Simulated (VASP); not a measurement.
# CdTe (F-43m) in VASP: notebook

Runs on CdTe. Level: LDA. Tasks: elastic constants, phonons.

Everything below comes from runs of VASP 6.6.1. Logs are shortened: lines on timing, memory, paths and dates and some standing lists are left out, and cuts for length are marked.

## Step 1: The structure

The structure is cubic, space group F-43m (No. 216). The conventional cell has a = 6.409 Å, b = 6.409 Å, c = 6.409 Å, α = 90.00°, β = 90.00°, γ = 90.00°. Cd (site symmetry -43m) has 4 Te at 2.78 Å as nearest neighbours. Te (site symmetry -43m) is surrounded by 4 Cd at 2.78 Å.

## Step 2: Elastic constants, LDA

INCAR reads:

```
PREC = Accurate
ENCUT = 600
EDIFF = 1E-8
ISMEAR = 0
SIGMA = 0.01
LREAL = F
LASPH = T
NELM = 100
ALGO = Normal
ISIF = 3
LWAVE = F
LCHARG = T
GGA = CA
NBANDS = 16
IBRION = 6
NFREE = 2
POTIM = 0.015
NSW = 1
```

KPOINTS reads:

```
regular mesh
0
Gamma
  8 8 8
```

POSCAR reads:

```
CdTe
1.0
    0.0000000000      3.2043397152      3.2043397152
    3.2043397152      0.0000000000      3.2043397152
    3.2043397152      3.2043397152      0.0000000000
Cd Te
1 1
Direct
    0.0000000000      0.0000000000      0.0000000000
    0.2500000000      0.2500000000      0.2500000000
```

Potentials or basis: VASP PAW LDA potentials, release 64 (Cd, Te).

Started as:

```console
> cat potpaw_LDA.64/Cd/POTCAR potpaw_LDA.64/Te/POTCAR > POTCAR
> mpirun -np 1 vasp_std > vasp.out
```

OUTCAR:

```text
PREC = Accurate
   ENCUT = 600
   EDIFF = 1E-8
   ISMEAR = 0
   LREAL = F
   LASPH = T
   NELM = 100
   ISIF = 3
   GGA = CA
   IBRION = 6
   NFREE = 2
   POTIM = 0.015
   NSW = 1

 ion  position               nearest neighbor table
   1  0.000  0.000  0.000-   2 2.78   2 2.78   2 2.78   2 2.78
   2  0.250  0.250  0.250-   1 2.78   1 2.78   1 2.78   1 2.78

  LATTYP: Found a face centered cubic cell.
 ALAT       =     6.4086794304

  Lattice vectors:

 A1 = (   0.0000000000,   3.2043397152,   3.2043397152)
 A2 = (   3.2043397152,   0.0000000000,   3.2043397152)
 A3 = (   3.2043397152,   3.2043397152,   0.0000000000)

Analysis of symmetry for initial positions (statically):
=====================================================================
 Subroutine PRICEL returns:
 Original cell was already a primitive cell.

 Routine SETGRP: Setting up the symmetry group for a
 face centered cubic supercell.

 Subroutine GETGRP returns: Found 24 space group operations
 (whereof 24 operations were pure point group operations)
 out of a pool of 48 trial point group operations.

The static configuration has the point symmetry T_d .

Analysis of symmetry for dynamics (positions and initial velocities):
=====================================================================
 Subroutine PRICEL returns:
 Original cell was already a primitive cell.

 Routine SETGRP: Setting up the symmetry group for a
 face centered cubic supercell.

 Subroutine GETGRP returns: Found 24 space group operations
 (whereof 24 operations were pure point group operations)
 out of a pool of 48 trial point group operations.

The dynamic configuration has the point symmetry T_d .

 Subroutine INISYM returns: Found 24 space group operations
 (whereof 24 operations are pure point group operations),
 and found     1 'primitive' translations

----------------------------------------------------------------------------------------

[... 784 lines left out ...]
      4      -5.6739      2.00000
      5      -5.6489      2.00000
      6      -5.1778      2.00000
[... 8 lines left out ...]
     15      12.4854      0.00000
     16      13.0572      0.00000

 [... further k-points ...]

------------------------ aborting loop because EDIFF is reached ----------------------------------------

  FORCE on cell =-STRESS in cart. coord.  units (eV):
  Direction    XX          YY          ZZ          XY          YZ          ZX
  --------------------------------------------------------------------------------------
  -------------------------------------------------------------------------------------
  Total        0.0970314      0.0988129      0.0988129      0.0000000      0.0994842      0.0000000
  in kB        2.3625306      2.4059052      2.4059052      0.0000000      2.4222496      0.0000000
  external PRESSURE =       2.3914470 kB  Pullay stress =       0.0000000 kB
[... 17 lines left out ...]
  FREE ENERGIE OF THE ION-ELECTRON SYSTEM (eV)
  ---------------------------------------------------
  free  energy   TOTEN  =        -6.0499885412 eV

  energy  without entropy=       -6.0499885412  energy(sigma->0) =       -6.04998854

 INTERNAL STRAIN TENSORS FROM STRAINED CELLS
 ============================================

 INTERNAL STRAIN TENSOR FOR ION    1 for displacements in x,y,z  (eV/Angst):
          X           Y           Z          XY          YZ          ZX
  --------------------------------------------------------------------------------
  x    -0.00000    -0.00000    -0.00000     0.00000     6.63379     0.00000
  y     0.00000     0.00000    -0.00000     0.00000    -0.00000     6.63388
  z     0.00000    -0.00000     0.00000     6.63445    -0.00000     0.00000

 INTERNAL STRAIN TENSORS FROM DISPLACED ATOMS
 ============================================

 INTERNAL STRAIN TENSOR FOR ION    1 for displacements in x,y,z  (eV/Angst):
          X           Y           Z          XY          YZ          ZX
  --------------------------------------------------------------------------------
  x     0.00000     0.00000     0.00000     0.00000     6.63127     0.00000
  y    -0.00000     0.00000    -0.00000     0.00000     0.00000     6.63127
  z     0.00000     0.00000     0.00000     6.63127     0.00000     0.00000

 INTERNAL STRAIN TENSOR FOR ION    2 for displacements in x,y,z  (eV/Angst):
          X           Y           Z          XY          YZ          ZX
  --------------------------------------------------------------------------------
  x    -0.00000    -0.00000    -0.00000     0.00000    -6.63331     0.00000
  y    -0.00000    -0.00000    -0.00000     0.00000     0.00000    -6.63331
  z    -0.00000    -0.00000    -0.00000    -6.63331     0.00000     0.00000

 Eigenvectors and eigenvalues of the dynamical matrix
 ----------------------------------------------------

   1 f  =    4.497544 THz    28.258902 2PiTHz  150.021918 cm-1    18.600339 meV
             X         Y         Z           dx          dy          dz
      0.000000  0.000000  0.000000     0.000000    0.728654    0.000000
      1.602170  1.602170  1.602170     0.000000   -0.684882    0.000000
[... 21 lines left out ...]
   6 f/i=    0.003182 THz     0.019993 2PiTHz    0.106140 cm-1     0.013160 meV
             X         Y         Z           dx          dy          dz
      0.000000  0.000000  0.000000     0.000000    0.000000   -0.684882
      1.602170  1.602170  1.602170     0.000000    0.000000   -0.728654

--------------------------------------------------------------------------------------------------------

 ELASTIC MODULI CONTR FROM IONIC RELAXATION (kBar)
 Direction    XX          YY          ZZ          XY          YZ          ZX
 --------------------------------------------------------------------------------
 XX          -0.0000     -0.0000     -0.0000     -0.0000     -0.0000     -0.0000
 YY          -0.0000     -0.0000     -0.0000     -0.0000     -0.0000     -0.0000
 ZZ          -0.0000     -0.0000     -0.0000     -0.0000     -0.0000     -0.0000
 XY          -0.0000     -0.0000     -0.0000   -216.5087      0.0000     -0.0000
 YZ          -0.0000     -0.0000     -0.0000      0.0000   -216.5087     -0.0000
 ZX          -0.0000     -0.0000     -0.0000     -0.0000     -0.0000   -216.5087
 --------------------------------------------------------------------------------

 TOTAL ELASTIC MODULI (kBar)
 Direction    XX          YY          ZZ          XY          YZ          ZX
 --------------------------------------------------------------------------------
 XX         591.1346    410.0014    410.0014     -0.0000     -0.0000      0.0000
 YY         410.0014    591.1346    410.0014     -0.0000     -0.0000     -0.0000
 ZZ         410.0014    410.0014    591.1346     -0.0000     -0.0000     -0.0000
 XY          -0.0000     -0.0000     -0.0000    213.5122      0.0000     -0.0000
 YZ          -0.0000     -0.0000     -0.0000      0.0000    213.5122     -0.0000
 ZX           0.0000     -0.0000     -0.0000     -0.0000     -0.0000    213.5122
 --------------------------------------------------------------------------------
```

OSZICAR:

```text
N       E                     dE             d eps       ncg     rms          rms(c)
DAV:   1     0.111282758958E+03    0.11128E+03   -0.90238E+03   928   0.111E+03
DAV:   2    -0.210367842673E+01   -0.11339E+03   -0.10692E+03  1080   0.251E+02
[... 197 lines left out ...]
DAV:   1    -0.604948782592E+01    0.50072E-03   -0.25065E-01  3096   0.209E+00    0.181E-01
DAV:   2    -0.605002741415E+01   -0.53959E-03   -0.68139E-03  3400   0.447E-01    0.860E-02
DAV:   3    -0.604999074402E+01    0.36670E-04   -0.11963E-04  4176   0.703E-02    0.351E-02
DAV:   4    -0.604998861061E+01    0.21334E-05   -0.92653E-06  3560   0.210E-02    0.126E-02
DAV:   5    -0.604998852578E+01    0.84831E-07   -0.79696E-07  3776   0.604E-03    0.511E-03
DAV:   6    -0.604998854858E+01   -0.22802E-07   -0.10123E-07  3920   0.181E-03    0.883E-04
DAV:   7    -0.604998854122E+01    0.73601E-08   -0.17504E-08  3040   0.864E-04
  17 F= -.60499885E+01 E0= -.60499885E+01  d E =-.253281E-13
```

Run time: 7.6 min. Hardware: 1 thread of Intel Xeon 6975P-C (Granite Rapids), shared host; peak memory 0.42 GiB.

What came out:

| Item | Value |
| --- | --- |
| Elastic constants C11, C12, C44 | 59, 41, 21 GPa |
| Voigt bulk modulus | 47 GPa |
| Highest phonon frequency at Γ, LO-TO splitting left out | 150 cm⁻¹ |

Phonon frequencies in cm⁻¹ (negative: imaginary):
| q point | frequencies |
| --- | --- |
| (0.000, 0.000, 0.000) | 0 0 0 150 150 150 |

Elastic tensor in Voigt notation (GPa, in the Cartesian axes of the cell as first typed):
```
59 41 41  0  0  0
41 59 41  0  0  0
41 41 59  0  0  0
 0  0  0 21  0  0
 0  0  0  0 21  0
 0  0  0  0  0 21
```

Clamped-ion elastic tensor (GPa):
```
59 41 41  0  0  0
41 59 41  0  0  0
41 41 59  0  0  0
 0  0  0 43  0  0
 0  0  0  0 43  0
 0  0  0  0  0 43
```

## Step 3: Phonons, LDA

INCAR reads:

```
SYSTEM = CdTe
PREC = Accurate
ENCUT = 520
EDIFF = 1E-8
ISMEAR = 0
SIGMA = 0.01
LREAL = .FALSE.
LASPH = .TRUE.
NELM = 100
ALGO = Normal
ISIF = 2
LWAVE = .FALSE.
LCHARG = .TRUE.
GGA = CA
IBRION = 8
NSW = 1
LEPSILON = .TRUE.
```

KPOINTS reads:

```
Automatic mesh
0
G
  8 8 8
  0 0 0
```

POSCAR is that of step 2.

Potentials or basis: VASP PAW LDA potentials, release 64 (Cd, Te).

Started as:

```console
> cat potpaw_LDA.64/Cd/POTCAR potpaw_LDA.64/Te/POTCAR > POTCAR
> mpirun -np 1 vasp_std > vasp.out
```

OUTCAR:

```text
SYSTEM = CdTe
   PREC = Accurate
   ENCUT = 520
   EDIFF = 1E-8
   ISMEAR = 0
   LREAL = .FALSE.
   LASPH = .TRUE.
   NELM = 100
   ISIF = 2
   GGA = CA
   IBRION = 8
   NSW = 1
   LEPSILON = .TRUE.

 ion  position               nearest neighbor table
   1  0.000  0.000  0.000-   2 2.78   2 2.78   2 2.78   2 2.78
   2  0.250  0.250  0.250-   1 2.78   1 2.78   1 2.78   1 2.78

  LATTYP: Found a face centered cubic cell.
[... 716 lines left out ...]
      1.602170  1.602170  1.602170     0.000000   -0.685197    0.000000
[... 21 lines left out ...]
   6 f/i=    0.005124 THz     0.032195 2PiTHz    0.170916 cm-1     0.021191 meV
             X         Y         Z           dx          dy          dz
      0.000000  0.000000  0.000000     0.000000    0.000000   -0.685197
      1.602170  1.602170  1.602170     0.000000    0.000000   -0.728358

--------------------------------------------------------------------------------------------------------

 MACROSCOPIC STATIC DIELECTRIC TENSOR IONIC CONTRIBUTION
 ------------------------------------------------------
           2.741229    -0.000000    -0.000000
          -0.000000     2.741229    -0.000000
          -0.000000    -0.000000     2.741229
 ------------------------------------------------------

 ELASTIC MODULI CONTR FROM IONIC RELAXATION (kBar)
 Direction    XX          YY          ZZ          XY          YZ          ZX
 --------------------------------------------------------------------------------
 XX          -0.0000     -0.0000      0.0000     -0.0000      0.0000     -0.0000
 YY          -0.0000     -0.0000     -0.0000     -0.0000     -0.0000     -0.0000
 ZZ           0.0000     -0.0000     -0.0000      0.0000     -0.0000     -0.0000
 XY          -0.0000     -0.0000      0.0000   -206.7227      0.0000      0.0000
 YZ           0.0000     -0.0000     -0.0000      0.0000   -206.7227      0.0000
 ZX          -0.0000     -0.0000     -0.0000      0.0000      0.0000   -206.7227
 --------------------------------------------------------------------------------

 PIEZOELECTRIC TENSOR IONIC CONTR  for field in x, y, z        (C/m^2)
          XX          YY          ZZ          XY          YZ          ZX
  --------------------------------------------------------------------------------
  x    -0.00000     0.00000     0.00000    -0.00000     0.70834    -0.00000
  y     0.00000     0.00000     0.00000    -0.00000    -0.00000     0.70834
  z     0.00000     0.00000    -0.00000     0.70834    -0.00000    -0.00000
```

OSZICAR:

```text
N       E                     dE             d eps       ncg     rms          rms(c)
DAV:   1     0.104907310839E+03    0.10491E+03   -0.84302E+03   754   0.121E+03
DAV:   2    -0.211038236453E+01   -0.10702E+03   -0.10290E+03   849   0.284E+02
DAV:   3    -0.625180238296E+01   -0.41414E+01   -0.41314E+01   899   0.588E+01
[... 178 lines left out ...]
RMM:   7    -0.496017859907E-01    0.22532E-05   -0.10706E-07  4107   0.540E-04    0.345E-04
RMM:   8    -0.496021933728E-01   -0.40738E-06   -0.21288E-08  4144   0.226E-04    0.634E-05
RMM:   9    -0.496021247414E-01    0.68631E-07    0.32339E-09  4189   0.515E-05    0.977E-06
RMM:  10    -0.496021570797E-01   -0.32338E-07    0.27944E-10  4077   0.990E-06    0.512E-06
RMM:  11    -0.496021658307E-01   -0.87510E-08   -0.98891E-09  3285   0.273E-06    0.101E-06
 Linear response finished
```

stdout:

```text
POSCAR found type information on POSCAR CdTe
 POSCAR found :  2 types and       2 ions
 scaLAPACK will be used
 LDA part: xc-table for (Slater(with rela. corr.)+CA(PZ))
 , standard interpolation
 POSCAR, INCAR and KPOINTS ok, starting setup
 FFT: planning ... GRIDC
 FFT: planning ... GRID_SOFT
 FFT: planning ... GRID
 WAVECAR not read
 entering main loop
[... 23 lines left out ...]
  Direction:   3
 dielectric tensor                  component  3 :     1.935     1.571    12.303
 Linear response DOF=           2
 Linear response progress:
 first order change of Fermi-energy  -0.56618E-01
 force on displaced ion       1 direction 1 :  -4.934  -0.000  -0.000
 Born effective charge ion    1 direction 1 :   2.172   0.000   0.000
 Linear response progress:
 first order change of Fermi-energy   0.56861E-01
 force on displaced ion       2 direction 1 :  -4.956   0.000   0.000
 Born effective charge ion    2 direction 1 :  -2.271   0.000   0.000
 Born effective charges drift removed
 Linear response finished
```

It took 4.2 min on 1 thread of Intel Xeon 6975P-C (Granite Rapids), shared host; peak memory 0.37 GiB.

What came out:

| Item | Value |
| --- | --- |
| Electronic dielectric tensor (diagonal) | 12.30 |
| Born charges (mean of the diagonal) | Cd +2.22; Te -2.22 e |
| Highest phonon frequency at Γ, LO-TO splitting left out | 150 cm⁻¹ |

Phonon frequencies in cm⁻¹ (negative: imaginary):
| q point | frequencies |
| --- | --- |
| (0.000, 0.000, 0.000) | 0 0 0 150 150 150 |

Electronic dielectric tensor:
```
12.30  0.00  0.00
 0.00 12.30  0.00
 0.00  0.00 12.30
```

Born effective charge tensors (e):
atom 1, Cd
```
2.22 0.00 0.00
0.00 2.22 0.00
0.00 0.00 2.22
```
atom 2, Te
```
-2.22  0.00  0.00
 0.00 -2.22  0.00
 0.00  0.00 -2.22
```

The run has no spin-orbit coupling, so splittings on Te are missing.
